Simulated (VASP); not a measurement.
# GaP (F-43m) in VASP: settings compared

One crystal, GaP, is run at these levels: optB88-vdW, optPBE-vdW; tasks: relaxation of cell and atoms.

All numbers are computed with VASP 6.6.1; they aren't measurements. Logs are shortened: lines on timing, memory, paths and dates and some standing lists are left out, and cuts for length are marked.

### 1 The structure

The structure is cubic, space group F-43m (No. 216). The conventional cell has a = 5.451 Å, b = 5.451 Å, c = 5.451 Å, α = 90.00°, β = 90.00°, γ = 90.00°. Around Ga (site symmetry -43m) lie 4 P at 2.36 Å. Around P (site symmetry -43m) lie 4 Ga at 2.36 Å.

### 2 Relaxation of cell and atoms, optB88-vdW

Contents of INCAR:

```
PREC = Accurate
ENCUT = 600
EDIFF = 1E-6
ISMEAR = -1
SIGMA = 0.05
LREAL = F
LASPH = T
NELM = 80
ALGO = Fast
ISIF = 3
LWAVE = F
LCHARG = F
GGA = BO
LUSE_VDW = T
AGGAC = 0.0
PARAM1 = 0.1833333333
PARAM2 = 0.22
IBRION = 2
NSW = 60
EDIFFG = -0.01
```

Contents of KPOINTS:

```
regular mesh
0
Gamma
  8 8 8
```

Contents of POSCAR:

```
GaP
1.0
    0.0000000000      2.7252500000      2.7252500000
    2.7252500000      0.0000000000      2.7252500000
    2.7252500000      2.7252500000      0.0000000000
Ga P
1 1
Direct
    0.0000000000      0.0000000000      0.0000000000
    0.7500000000      0.7500000000      0.7500000000
```

Potentials or basis: VASP PAW PBE potentials, release 64 (Ga_d, P).

The run is started by

```
cat potpaw_PBE.64/Ga_d/POTCAR potpaw_PBE.64/P/POTCAR > POTCAR
mpirun -np 1 vasp_std > vasp.out
```

OUTCAR:

```text
PREC = Accurate
   ENCUT = 600
   EDIFF = 1E-6
   ISMEAR = -1
   LREAL = F
   LASPH = T
   NELM = 80
   ISIF = 3
   GGA = BO
   IBRION = 2
   NSW = 60
   EDIFFG = -0.01

 ion  position               nearest neighbor table
   1  0.000  0.000  0.000-   2 2.36   2 2.36   2 2.36   2 2.36
   2  0.750  0.750  0.750-   1 2.36   1 2.36   1 2.36   1 2.36

  LATTYP: Found a face centered cubic cell.
 ALAT       =     5.4505000000

  Lattice vectors:

 A1 = (   0.0000000000,   2.7252500000,   2.7252500000)
 A2 = (   2.7252500000,   0.0000000000,   2.7252500000)
 A3 = (   2.7252500000,   2.7252500000,   0.0000000000)

Analysis of symmetry for initial positions (statically):
=====================================================================
 Subroutine PRICEL returns:
 Original cell was already a primitive cell.

 Routine SETGRP: Setting up the symmetry group for a
 face centered cubic supercell.

 Subroutine GETGRP returns: Found 24 space group operations
 (whereof 24 operations were pure point group operations)
 out of a pool of 48 trial point group operations.

The static configuration has the point symmetry T_d .

Analysis of symmetry for dynamics (positions and initial velocities):
=====================================================================
 Subroutine PRICEL returns:
 Original cell was already a primitive cell.

 Routine SETGRP: Setting up the symmetry group for a
 face centered cubic supercell.

 Subroutine GETGRP returns: Found 24 space group operations
 (whereof 24 operations were pure point group operations)
 out of a pool of 48 trial point group operations.

The dynamic configuration has the point symmetry T_d .

 Subroutine INISYM returns: Found 24 space group operations
 (whereof 24 operations are pure point group operations),
 and found     1 'primitive' translations

----------------------------------------------------------------------------------------

                                     Primitive cell

  volume of cell :      40.4808

  direct lattice vectors                    reciprocal lattice vectors
     0.000000000  2.725250000  2.725250000    -0.183469406  0.183469406  0.183469406
     2.725250000  0.000000000  2.725250000     0.183469406 -0.183469406  0.183469406
     2.725250000  2.725250000  0.000000000     0.183469406  0.183469406 -0.183469406

  length of vectors
     3.854085511  3.854085511  3.854085511     0.317778334  0.317778334  0.317778334

  position of ions in fractional coordinates (direct lattice)
     0.000000000  0.000000000  0.000000000
     0.750000000  0.750000000  0.750000000

  ion indices of the primitive-cell ions
   primitive index   ion index
                 1           1
                 2           2

----------------------------------------------------------------------------------------

 KPOINTS: regular mesh

Automatic generation of k-mesh.
 Grid dimensions read from file:
 generate k-points for:    8    8    8

 Generating k-lattice:

  Cartesian coordinates                     Fractional coordinates (reciprocal lattice)
    -0.022933676  0.022933676  0.022933676     0.125000000  0.000000000  0.000000000
     0.022933676 -0.022933676  0.022933676     0.000000000  0.125000000  0.000000000
     0.022933676  0.022933676 -0.022933676     0.000000000  0.000000000  0.125000000

  Length of vectors
     0.039722292  0.039722292  0.039722292

  Shift w.r.t. Gamma in fractional coordinates (k-lattice)
     0.000000000  0.000000000  0.000000000

 Subroutine IBZKPT returns following result:
 ===========================================

 Found     29 irreducible k-points:

 Following reciprocal coordinates:
            Coordinates               Weight
  0.000000  0.000000  0.000000      1.000000
  0.125000  0.000000  0.000000      8.000000
  0.250000  0.000000  0.000000      8.000000
  0.375000  0.000000  0.000000      8.000000
  0.500000  0.000000  0.000000      4.000000
  0.125000  0.125000  0.000000      6.000000
[... 16 lines left out ...]
  0.500000  0.250000  0.125000     48.000000
 -0.375000  0.250000  0.125000     24.000000
 [... further k-points ...]
   k-points           NKPTS =     29   k-points in BZ     NKDIM =     29   number of bands    NBANDS=     13
   number of dos      NEDOS =    301   number of ions     NIONS =      2
   total plane-waves  NPLWV =  32768
   dimension x,y,z NGX =    32 NGY =   32 NGZ =   32
   dimension x,y,z NGXF=    64 NGYF=   64 NGZF=   64
   ions per type =               1   1
   NGX,Y,Z   is equivalent  to a cutoff of  13.80, 13.80, 13.80 a.u.
   NGXF,Y,Z  is equivalent  to a cutoff of  27.61, 27.61, 27.61 a.u.
 SYSTEM =  unknown system
   PREC   = accura    normal or accurate (medium, high low for compatibility)
   ISTART =      0    job   : 0-new  1-cont  2-samecut
   ICHARG =      2    charge: 1-file 2-atom 10-const
   ISPIN  =      1    spin polarized calculation?
   LNONCOLLINEAR =      F non collinear calculations
   LSORBIT =      F    spin-orbit coupling
   LASPH  =      T    aspherical Exc in radial PAW
   ENCUT  =  600.0 eV  44.10 Ry    6.64 a.u.   7.70  7.70  7.70*2*pi/ulx,y,z
   NELM   =     80;   NELMIN=  2; NELMDL= -5     # of ELM steps
   EDIFF  = 0.1E-05   stopping-criterion for ELM
   LREAL  =      F    real-space projection
   EDIFFG = -.1E-01   stopping-criterion for IOM
   NSW    =     60    number of steps for IOM
   IBRION =      2    ionic relax: 0-MD 1-quasi-New 2-CG
   NFREE  =      1    steps in history (QN), initial steepest desc. (CG)
   ISIF   =      3    stress and relaxation
   ISYM   =      2    0-nonsym 1-usesym 2-fastsym
   POTIM  = 0.5000    time-step for ionic-motion
   TEBEG  =    0.0;   TEEND  =   0.0 temperature during run
   PSTRESS=    0.0 pullay stress
   NELECT =      18.0000    total number of electrons
   NUPDOWN=      -1.0000    fix difference up-down
   EMIN   =  10.00;   EMAX   =-10.00  energy-range for DOS
   EFERMI =   0.00;   METHOD = LEGACY
   ISMEAR =    -1;   SIGMA  =   0.05  broadening in eV -4-tet -1-fermi 0-gaus
   EFERMI_NEDOS =   21; number of points for ismear=-14 and -15
   IALGO  =     68    algorithm
   IMIX   =      4    mixing-type and parameters
     AMIX     =   0.40;   BMIX     =  1.00
     AMIX_MAG =   1.60;   BMIX_MAG =  1.00
  volume/ion in A,a.u.               =      20.24       136.59
  Fermi-wavevector in a.u.,A,eV,Ry     =   1.249538  2.361284 21.243377  1.561344
  Thomas-Fermi vector in A             =   2.383574
   LORBIT       =      0    0 simple, 1 ext, 2 COOP (PROOUT), +10 PAW based schemes
   GGA     = BO    functional components
   LHFCALC =     F    Hartree Fock is set to
   AEXX    =    0.0000 exact exchange contribution
   IVDW_NL    =     1    kernel type
   BPARAM     = 6.3000
   IVDW    =     0    specifies the selected vdW correction
   LEPSILON=     F    determine dielectric tensor
   LRPA    =     F    only Hartree local field effects (RPA)
 conjugate gradient relaxation of ions
 non-spin polarized calculation
 RMM-DIIS sequential band-by-band and
  energy-cutoff  :      600.00
  volume of cell :       40.48
 maximum number of plane-waves:      1365
   NGX = 15   NGY = 15   NGZ = 15

--------------------------------------- Ionic step        1  -------------------------------------------

 number of electron      18.0000003 magnetization

 Free energy of the ion-electron system (eV)
  ---------------------------------------------------
  ext. energy  EPLUGINS =         0.00000000
  ---------------------------------------------------
  free energy    TOTEN  =        -4.25486706 eV

  energy without entropy =       -4.25486706  energy(sigma->0) =       -4.25486706

------------------------ aborting loop because EDIFF is reached ----------------------------------------

  FORCE on cell =-STRESS in cart. coord.  units (eV):
  Direction    XX          YY          ZZ          XY          YZ          ZX
  --------------------------------------------------------------------------------------
  -------------------------------------------------------------------------------------
  Total        0.5554149      0.5554149      0.5554149     -0.0000000      0.0000000     -0.0000000
  in kB       21.9826006     21.9826006     21.9826006     -0.0000000      0.0000000     -0.0000000
  external PRESSURE =      21.9826006 kB  Pullay stress =       0.0000000 kB
[... 137 lines left out ...]
Total vdW correction in eV:      3.4388159

--------------------------------------- Ionic step        5  -------------------------------------------

 number of electron      17.9999992 magnetization

 Free energy of the ion-electron system (eV)
  ---------------------------------------------------
  ext. energy  EPLUGINS =         0.00000000
  ---------------------------------------------------
  free energy    TOTEN  =        -4.26186521 eV

  energy without entropy =       -4.26186521  energy(sigma->0) =       -4.26186521

 E-fermi :   5.0184     XC(G=0):  -9.7814

 val. band max:        4.2671595836   @ k =   0.0000   0.0000   0.0000
 cond. band min:       5.7594121072   @ k =   0.0000   0.0000   0.0000
 fundamental gap:      1.4922525236
 Fermi energy:         5.0183715847

 k-point     1 :       0.0000    0.0000    0.0000
  band No.  band energies     occupation
      1     -10.3832      2.00000
      2     -10.3832      2.00000
      3     -10.3832      2.00000
      4     -10.2932      2.00000
      5     -10.2932      2.00000
      6      -8.0262      2.00000
      7       4.2672      2.00000
      8       4.2672      2.00000
      9       4.2672      2.00000
     10       5.7594      0.00000
     11       8.1729      0.00000
     12       8.1729      0.00000
     13       8.1729      0.00000
[... 353 lines left out ...]
 k-point    24 :      -0.3750    0.2500    0.1250
  band No.  band energies     occupation
      1     -10.4575      2.00000
      2     -10.3557      2.00000
      3     -10.3448      2.00000
      4     -10.2975      2.00000
      5     -10.2867      2.00000
      6      -5.6672      2.00000
      7      -2.0406      2.00000
      8       1.1816      2.00000
      9       2.4151      2.00000
     10       7.6192      0.00000
     11       8.6132      0.00000
     12      10.6484      0.00000
     13      12.1254      0.00000

 [... further k-points ...]
[... 5 lines left out ...]
  --------------------------------------------------------------------------------------
  -------------------------------------------------------------------------------------
  Total        0.0199063      0.0199063      0.0199063      0.0000000      0.0000000      0.0000000
  in kB        0.7673483      0.7673483      0.7673483      0.0000000      0.0000000      0.0000000
  external PRESSURE =       0.7673483 kB  Pullay stress =       0.0000000 kB
[... 17 lines left out ...]
  FREE ENERGIE OF THE ION-ELECTRON SYSTEM (eV)
  ---------------------------------------------------
  free  energy   TOTEN  =        -4.2618652120 eV

  energy  without entropy=       -4.2618652057  energy(sigma->0) =       -4.26186521

Total vdW correction in eV:      3.4382140

 reached required accuracy - stopping structural energy minimisation
```

It took 4.2 min on 1 thread of Intel Xeon Platinum 8259CL at 2.50GHz (Skylake/Cascade Lake), shared host; peak memory 0.41 GiB.

What came out:

| Item | Value |
| --- | --- |
| Free energy | -4.2619 eV |
| Relaxed volume | 20.78 Å³/atom |
| Relaxed cell | a = 3.888 Å, b = 3.888 Å, c = 3.888 Å, α = 60.00°, β = 60.00°, γ = 60.00° |
| Space group after relaxing (to 0.05 Å) | F-43m (No. 216) |
| Energy gained by relaxing | 3.5 meV/atom |
| Ionic steps | 5 |
| Pressure after relaxing | 0.1 GPa |
| Band gap on the k mesh | 1.49 eV, direct |

The path:
| step | energy change (eV) | largest force (eV/Å) | pressure (GPa) | volume (Å³) |
| --- | --- | --- | --- | --- |
| 1 | 0.0000 | 0.0000 | 2.20 | 40.48 |
| 2 | -0.0051 | 0.0000 | -0.97 | 42.13 |
| 3 | -0.0070 | 0.0000 | 0.08 | 41.54 |
| 4 | -0.0070 | 0.0000 | -0.17 | 41.59 |
| 5 | -0.0070 | 0.0000 | 0.08 | 41.56 |

Final structure:
```
Ga P
1.0
     0.00000    2.74933    2.74933
     2.74933    0.00000    2.74933
     2.74933    2.74933    0.00000
Ga P
1 1
Direct
  0.00000 0.00000 0.00000
  0.75000 0.75000 0.75000
```

Levels at points of the mesh, in eV from the valence-band top:
```tsv
k point	band 6	band 7	band 8	band 9	band 10	band 11	band 12	band 13
(0.00, 0.00, 0.00)	-12.29	0.00	0.00	0.00	1.49	3.91	3.91	3.91
(0.50, 0.00, 0.00)	-10.33	-6.49	-1.08	-1.08	1.55	4.75	4.75	8.25
(0.50, 0.50, 0.00)	-9.46	-6.66	-2.58	-2.58	1.73	1.86	10.36	10.36
```

Caveat: the PAW data sets were made with another functional, which shifts forces and pressure a little. A k mesh can miss the band edges.

### 3 Relaxation of cell and atoms, optPBE-vdW

Contents of INCAR:

```
SYSTEM = GaP
AGGAC = 0.0 ; ALGO = Normal
EDIFF = 1E-6 ; EDIFFG = -0.005
ENCUT = 600 ; GGA = OR
IBRION = 2 ; ISIF = 3
ISMEAR = -1 ; LASPH = .TRUE.
LCHARG = .FALSE. ; LREAL = .FALSE.
LUSE_VDW = .TRUE. ; LWAVE = .FALSE.
NELM = 100 ; NSW = 40
PREC = Accurate ; SIGMA = 0.05
```

Contents of KPOINTS:

```
k-points
0
G
  8 8 8
  0 0 0
```

POSCAR is that of step 2.

Potentials or basis: VASP PAW PBE potentials, release 64 (Ga_d, P).

The run is started by

```
cat potpaw_PBE.64/Ga_d/POTCAR potpaw_PBE.64/P/POTCAR > POTCAR
mpirun -np 1 vasp_std > vasp.out
```

It took 4.3 min on 1 thread of Intel Xeon Platinum 8259CL at 2.50GHz (Skylake/Cascade Lake), shared host; peak memory 0.39 GiB.

It converged, with:

```
Free energy                            : -4.0055 eV
Relaxed volume                         : 21.07 Å³/atom
Relaxed cell                           : a = 3.906 Å, b = 3.906 Å, c = 3.906 Å, α = 60.00°, β = 60.00°, γ = 60.00°
Space group after relaxing (to 0.05 Å) : F-43m (No. 216)
Energy gained by relaxing              : 8.2 meV/atom
Ionic steps                            : 6
Pressure after relaxing                : 0.0 GPa
Band gap on the k mesh                 : 1.46 eV, direct
```

The path:
| step | energy change (eV) | largest force (eV/Å) | pressure (GPa) | volume (Å³) |
| --- | --- | --- | --- | --- |
| 1 | 0.0000 | 0.0000 | 3.26 | 40.48 |
| 2 | -0.0130 | 0.0000 | -1.39 | 42.94 |
| 3 | -0.0163 | 0.0000 | 0.08 | 42.14 |
| 4 | -0.0163 | 0.0000 | -0.10 | 42.19 |
| 5 | -0.0163 | 0.0000 | 0.07 | 42.11 |
| 6 | -0.0163 | 0.0000 | -0.03 | 42.14 |

Final structure:
```
CELL_PARAMETERS angstrom
0.00000 2.76200 2.76200
2.76200 0.00000 2.76200
2.76200 2.76200 0.00000
ATOMIC_POSITIONS crystal
Ga 0.00000 0.00000 0.00000
P 0.75000 0.75000 0.75000
```

Levels at points of the mesh, in eV from the valence-band top:
```tsv
k point	band 6	band 7	band 8	band 9	band 10	band 11	band 12	band 13
(0.00, 0.00, 0.00)	-12.18	0.00	0.00	0.00	1.46	3.92	3.92	3.92
(0.50, 0.00, 0.00)	-10.26	-6.39	-1.05	-1.05	1.56	4.77	4.77	8.30
(0.50, 0.50, 0.00)	-9.41	-6.57	-2.53	-2.53	1.81	1.91	10.29	10.29
```

Caveat: the PAW data sets were made with another functional, which shifts forces and pressure a little. A k mesh can miss the band edges.

### 4 The reference run

An earlier run on the cell as given: functional PBE; potentials or basis VASP PAW PBE potentials, release 64 (Ga_d, P); cutoff 520 eV; k mesh 8 × 8 × 8; occupations fermi-dirac, width 0.05 eV; no spin polarisation.

* Pressure: 2.5 GPa
* Band gap on the k mesh: 1.64 eV, indirect (least direct gap 1.83 eV)

### 5 Overview

```csv
task,level,cell,cutoff (eV),gap on the mesh (eV),pressure (GPa),relaxed volume (Å³/atom)
relaxation of cell and atoms,optB88-vdW,relaxed,600,1.49,0.1,20.78
relaxation of cell and atoms,optPBE-vdW,relaxed,600,1.46,0.0,21.07
single point,PBE,as given,520,1.64,2.5,-
```

Alike in all rows: potentials or basis VASP PAW PBE potentials, release 64 (Ga_d, P); no spin polarisation; k mesh 8 × 8 × 8; smearing fermi-dirac 0.05 eV.

Caveats: the PAW data sets were made with another functional, which shifts forces and pressure a little (some runs).

Total energies depend on the potentials used, so only differences within one code and one set of settings carry meaning.
